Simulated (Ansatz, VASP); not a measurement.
**B2P2H (armchair BP ribbon N=8 H edges) in two plane-wave programs**

Aim: how closely do two programs agree when they are given the same cell, functional and k mesh? The structure shown is the start of the Ansatz relaxation below; VASP solves that cell, so the two are compared at the walk's first step.

Calculated with Ansatz 0.2.0; plane waves, with VASP 6.6.1 beside it; single point at PBE.

## 1. The starting structure

The cell holds 20 atoms: 8 B, 8 P and 4 H. Cell: a = 20.666 Å, b = 7.000 Å, c = 5.580 Å, α = 90.0°, β = 90.0°, γ = 90.0°. Vacuum lies along a and b. The structure's axis is c.

## 2. Ansatz: relaxation, PBE

Ansatz runs on its default PAW (the set named soft_2) files.

The two programs are compared at the cell with which this relaxation starts, whose forces are those of its first step.

The input, input.yaml:

```yaml
crystal:
  lattice:
    - [20.666, 0.0, 0.0]
    - [0.0, 7.0, 0.0]
    - [0.0, 0.0, 5.58]
  atoms:
    - { symbol: B, position: [0.227190315, 0.5, 0.0] }
    - { symbol: B, position: [0.383079917, 0.5, 0.0] }
    - { symbol: B, position: [0.538969518, 0.5, 0.0] }
    - { symbol: B, position: [0.694859119, 0.5, 0.0] }
    - { symbol: P, position: [0.227190315, 0.5, 0.333333333] }
    - { symbol: P, position: [0.383079917, 0.5, 0.333333333] }
    - { symbol: P, position: [0.538969518, 0.5, 0.333333333] }
    - { symbol: P, position: [0.694859119, 0.5, 0.333333333] }
    - { symbol: H, position: [0.820995598, 0.5, 0.396953405] }
    - { symbol: H, position: [0.169360302, 0.5, 0.456989247] }
    - { symbol: B, position: [0.305135116, 0.5, 0.5] }
    - { symbol: B, position: [0.461024717, 0.5, 0.5] }
    - { symbol: B, position: [0.616914319, 0.5, 0.5] }
    - { symbol: B, position: [0.77280392, 0.5, 0.5] }
    - { symbol: P, position: [0.305135116, 0.5, 0.833333333] }
    - { symbol: P, position: [0.461024717, 0.5, 0.833333333] }
    - { symbol: P, position: [0.616914319, 0.5, 0.833333333] }
    - { symbol: P, position: [0.77280392, 0.5, 0.833333333] }
    - { symbol: H, position: [0.178998638, 0.5, 0.896953405] }
    - { symbol: H, position: [0.830633934, 0.5, 0.956989247] }
kpoints:
  mp_grid: { grid: [1, 1, 15] }
scf:
  occupations: { method: fermi_dirac, width: 0.05 }
hamiltonian:
  xc: pbe
relax:
  cell: { fix: [a, b, alpha, beta, gamma] }
  max_steps: 45
  f_tol: 0.03
```

Started as:

```console
ansatz run input.yaml --threads 4 --pin off --max-ram 16384MiB --backend cpu --events-out ev --progress --plain --runs-dir out
```

Numbers of over 12 decimals in the logs are rounded to 6 here.

Log:

```text
Engine: ansatz 0.2.0, aarch64-unknown-linux-gnu
Pseudopotentials: kind: paw
Pseudopotential: B, paw, valence charge 3, recommended cutoff 420 eV (normal), B.paw.azcp
Pseudopotential: P, paw, valence charge 5, recommended cutoff 420 eV (normal), P.paw.azcp
Pseudopotential: H, paw, valence charge 1, recommended cutoff 420 eV (normal), H.paw.azcp
Functional definition: PBE
  parameter kappa = 0.804
  parameter beta = 0.066725
  exchange = pbe_x(kappa = kappa, mu = beta*pi^2/3)
  correlation = pbe_c(beta = beta)
Crystal: 20 atoms, lattice volume = 807.214 Å³
Basis set: ecut = 420 eV, 15765 PW (Γ), exchange–correlation on 288×96×80 points (8 copies of the dense FFT grid, shifted against one another)
Bands: 54, of which v1, the nominal top of the filled ones, is band 34 counted from 1 (33 counted from 0)
Symmetry: 4 space group operations
Space group: Pmc21 (ITA 26), of the structure as read, at distance tolerance 9.3e-5 Å
k-points: 8 of 15 (time reversal used)
Non-local potential: B, projectors of the file, l = 0: 2, l = 1: 2, l = 2: 1
Non-local potential: P, projectors of the file, l = 0: 2, l = 1: 2, l = 2: 2
Non-local potential: H, projectors of the file, l = 0: 2, l = 1: 1
PAW form: soft (Blöchl's): semilocal exchange-correlation on the pseudo side does not see the compensation charge
PAW one-centre angular grid: B, 110 points (default); XC on 64 Gauss nodes
PAW one-centre angular grid: P, 110 points (default); XC on 64 Gauss nodes
PAW one-centre angular grid: H, 110 points (default); XC on 64 Gauss nodes
Initial density: superposition of atomic densities (neutral atoms: chi_scale 0, normalization atom), corrected by the library's trained network
Initial wavefunctions: pseudopotential atomic-orbital guess
Functional: x = pbe(κ = 0.804, μ = 0.219515), c = pbe(β = 0.066725)
SCF iter   1: F=—  HF=-7355.846188 eV  |F-HF|=—  |Δ(HF+E_count)|=         —  Δρ=1.60e-3  dr2=5.04e-2  ethr=1.77e-3  ⟨swp⟩=9.0  Hψ=2623  notcnv=0  defer=54
preconditioner: auto → Resta (q_TF=auto, 1.806 Å⁻¹)  ε∞=2.2  [insulator: Δε(μ)=1.044 eV  Ē_g=9.755 eV  σ=0.050 eV  W_gap=1.00  n_scr=80 (ndim 8)  ℏωp=10.8 eV  f_vac=0.543  D(μ)=0.00/eV (n_scr^D=0)  ε∞_Penn≈2.2  vacuum switching on, ρ_ref=6.9e-3 e/Å³]
SCF iter   2: F=—  HF=-7355.858135 eV  |F-HF|=—  |Δ(HF+E_count)|=   1.19e-2  Δρ=7.54e-4  dr2=1.40e-2  ethr=7.42e-5  ⟨swp⟩=3.2  Hψ=745  notcnv=0  defer=94
SCF iter   3: F=—  HF=-7355.861440 eV  |F-HF|=—  |Δ(HF+E_count)|=   3.30e-3  Δρ=4.40e-4  dr2=7.61e-3  ethr=2.05e-5  ⟨swp⟩=2.0  Hψ=524  notcnv=0  defer=94
SCF iter   4: F=—  HF=-7355.862536 eV  |F-HF|=—  |Δ(HF+E_count)|=   1.10e-3  Δρ=1.51e-4  dr2=6.88e-4  ethr=1.12e-5  ⟨swp⟩=2.5  Hψ=514  notcnv=0  defer=94
SCF iter   5: F=—  HF=-7355.862679 eV  |F-HF|=—  |Δ(HF+E_count)|=   1.43e-4  Δρ=6.69e-5  dr2=5.10e-5  ethr=1.01e-6  ⟨swp⟩=3.1  Hψ=608  notcnv=0  defer=94
SCF iter   6: F=—  HF=-7355.862723 eV  |F-HF|=—  |Δ(HF+E_count)|=   4.42e-5  Δρ=2.36e-5  dr2=7.76e-6  ethr=7.49e-8  ⟨swp⟩=2.1  Hψ=646  notcnv=0  defer=95
SCF iter   7: F=—  HF=-7355.862741 eV  |F-HF|=—  |Δ(HF+E_count)|=   1.80e-5  Δρ=6.80e-6  dr2=4.84e-7  ethr=1.14e-8  ⟨swp⟩=2.0  Hψ=545  notcnv=0  defer=95
SCF iter   8: F=-7355.862743 eV  HF=-7355.862742 eV  |F-HF|=1.33e-7  |Δ(HF+E_count)|=   1.30e-6  Δρ=2.57e-6  dr2=6.53e-8  ethr=1.47e-10  ⟨swp⟩=6.0  Hψ=1581  notcnv=0
SCF 1 converged in 8 iterations: F = -7355.862743 eV  dr2 = 6.53e-8
  greatest PAW one-centre occupation: 0.775 electrons in one spin orbital (limit 2), on the P atom at site 15 (counted from 0), in its partial waves of l = 0
relax step   1: F+E_penalty+E_count = -7355.86274259 eV  Δ(F+E_penalty+E_count) = +0.000e0 eV  max|allowed force component| = 1.360e0 eV/Å  Δτ_max = 0.0000 Å  P = -0.038 GPa  Ω = 807.214 Å³  fix = [a, b, alpha, beta, gamma]  reactions: a -0.048, b +0.333 GPa  (8 SCF iters, dr2 threshold 1.00e-7 eV, accepted)
[...]
relax step   3: F+E_penalty+E_count = -7356.04632512 eV  Δ(F+E_penalty+E_count) = -2.298e-2 eV  max|allowed force component| = 3.757e-2 eV/Å  Δτ_max = 0.0249 Å  P = +0.105 GPa  Ω = 807.490 Å³  energy of the carried Pulay correction = -6.664e-5 eV  fix = [a, b, alpha, beta, gamma]  reactions: a -0.012, b +0.327 GPa  (6 SCF iters, dr2 threshold 2.00e-6 eV, accepted)
[...]
relax step   4: F+E_penalty+E_count = -7356.04651042 eV  Δ(F+E_penalty+E_count) = -1.853e-4 eV  max|allowed force component| = 4.521e-3 eV/Å  Δτ_max = 0.0020 Å  P = +0.111 GPa  Ω = 807.555 Å³  energy of the carried Pulay correction = -8.234e-5 eV  fix = [a, b, alpha, beta, gamma]  reactions: a +0.004, b +0.327 GPa  (5 SCF iters, dr2 threshold 8.82e-8 eV, accepted)
[...]
relax step   5: F+E_penalty+E_count = -7356.04666654 eV  Δ(F+E_penalty+E_count) = -1.561e-4 eV  max|allowed force component| = 4.529e-3 eV/Å  Δτ_max = 0.0000 Å  P = +0.110 GPa  Ω = 807.555 Å³  fix = [a, b, alpha, beta, gamma]  reactions: a +0.004, b +0.324 GPa  stress off target by 3.37e-3 GPa on what of the cell is left free  SCF on the basis re-selected at this cell (its energy is not comparable with the rows above)  (5 SCF iters)
basis re-selected at this cell: Δ(F+E_penalty+E_count) = -1.561e-4 eV, ΔP = -0.001 GPa vs the last step (what re-selecting the basis moved, of the pressure what is left beyond the Pulay correction that the steps carried, after the strain that the cell walked since its last selection, with what the two solves' SCF thresholds leave and, on support functions, any second-order correction that the steps lacked; it is no m [...]
SCF converged after 5 iterations
Free energy (F): -7356.046667 eV
Harris-Foulkes:  -7356.046667 eV  (|F-HF|=1.33e-8)
Internal energy: -7356.046658 eV  (E = F + TS)
E sigma→0 (E₀):  -7356.046662 eV
Entropy (-TS):   -0.000009 eV (-0.000 meV/atom)
Fermi energy:    -1.065747 eV
--- Per-component energies (eV) ---
  E_band       = -509.470567
  E_kinetic    = 1000.291350
  E_local      = -8074.391934  (includes V_loc(G=0)·N_el)
  E_nonlocal   = 374.595847
  E_hartree    = 3551.443254
  E_xc         = -778.531353
  E_vxc        = -827.505744  (∫ρ·V_xc dr)
  E_paw        = -5186.975152  (= ΣΔE_a)
  E_vpaw       = -85.341789  (= ΣTr[D̂ρ^β])
  E_aug_tail   = -0.005043  (compensation charges beyond the density's cutoff)
  E_ewald      = 1757.526375
  E_smearing   = -0.000009  (= −TS)
  E_closure    = -0.000000  (closes the sum)
  Σ components = -7356.046667   (vs F -7356.046667, Δ=0.00e0)
--- Forces (eV/Å), atoms counted from 1 ---
  atom   1  B      0.00219005     0.00000000    -0.00293461
  atom   2  B     -0.00452938     0.00000000     0.00039511
  atom   3  B     -0.00229604     0.00000000    -0.00188770
  atom   4  B     -0.00169985     0.00000000    -0.00106266
  atom   5  P     -0.00410285     0.00000000     0.00234796
  atom   6  P      0.00124993     0.00000000     0.00078490
  atom   7  P      0.00019400     0.00000000     0.00004340
  atom   8  P      0.00066453     0.00000000     0.00102928
  atom   9  H      0.00183419     0.00000000     0.00151171
  atom  10  H      0.00218503     0.00000000    -0.00022957
  atom  11  B      0.00169985     0.00000000    -0.00106266
  atom  12  B      0.00229604     0.00000000    -0.00188770
  atom  13  B      0.00452938     0.00000000     0.00039511
  atom  14  B     -0.00219005     0.00000000    -0.00293461
  atom  15  P     -0.00066453     0.00000000     0.00102928
  atom  16  P     -0.00019400     0.00000000     0.00004340
  atom  17  P     -0.00124993     0.00000000     0.00078490
  atom  18  P      0.00410285     0.00000000     0.00234796
  atom  19  H     -0.00183419     0.00000000     0.00151171
  atom  20  H     -0.00218503     0.00000000    -0.00022957
  max |Σ_I F_I| component: 4.35e-6 eV/Å
--- Stress (GPa, compression-positive) ---
        0.003836       0.000000       0.000000
        0.000000       0.323530       0.000000
        0.000000       0.000000       0.003373
  P = ⅓ Tr σ = 0.1102 GPa (1.102 kbar)
--- Relaxed structure (4 steps of the walk, 4 accepted, 1 SCFs on fresh bases) ---
  F+E_penalty+E_count = -7356.04666654 eV   max|allowed force component| = 4.529e-3 eV/Å   (the final SCF, on the basis selected at the relaxed cell)
  cell:  # Å, volume = 807.5547 Å³
    - [20.666, 0.0, 0.0]
    - [0.0, 7.0, 0.0]
    - [0.0, 0.0, 5.582356]
  atoms:
    - { symbol: B, position: [0.227638, 0.5, -0.000198933] }
    - { symbol: B, position: [0.383264, 0.5, 0.00163013] }
    - { symbol: B, position: [0.538709, 0.5, 0.00238965] }
    - { symbol: B, position: [0.693923, 0.5, 0.0028004] }
    - { symbol: P, position: [0.231130, 0.5, 0.324499] }
    - { symbol: P, position: [0.383563, 0.5, 0.334725] }
    - { symbol: P, position: [0.538865, 0.5, 0.335246] }
    - { symbol: P, position: [0.694567, 0.5, 0.336426] }
    - { symbol: H, position: [0.823146, 0.5, 0.397352] }
    - { symbol: H, position: [0.172305, 0.5, 0.452407] }
    - { symbol: B, position: [0.306077, 0.5, 0.502800] }
    - { symbol: B, position: [0.461291, 0.5, 0.502390] }
    - { symbol: B, position: [0.616736, 0.5, 0.501630] }
    - { symbol: B, position: [0.772362, 0.5, 0.499801] }
    - { symbol: P, position: [0.305433, 0.5, 0.836426] }
    - { symbol: P, position: [0.461135, 0.5, 0.835246] }
    - { symbol: P, position: [0.616437, 0.5, 0.834725] }
    - { symbol: P, position: [0.768870, 0.5, 0.824499] }
    - { symbol: H, position: [0.176854, 0.5, 0.897352] }
    - { symbol: H, position: [0.827695, 0.5, 0.952407] }
```

(Part 1 of 2 ends here.)

[Lines on the potential files, build, host, timing and source positions are cut from VASP's logs without a mark.]

[Logs are printed without paths, hosts, clocks, repeated set-up lines and the standing remarks that a program may print on its own settings, such as how far it seeks lower states.]

[Hosts, paths, dates, database ids (printed as entryN), source tags and the programs' standing remarks are cut or masked in the printed files.]
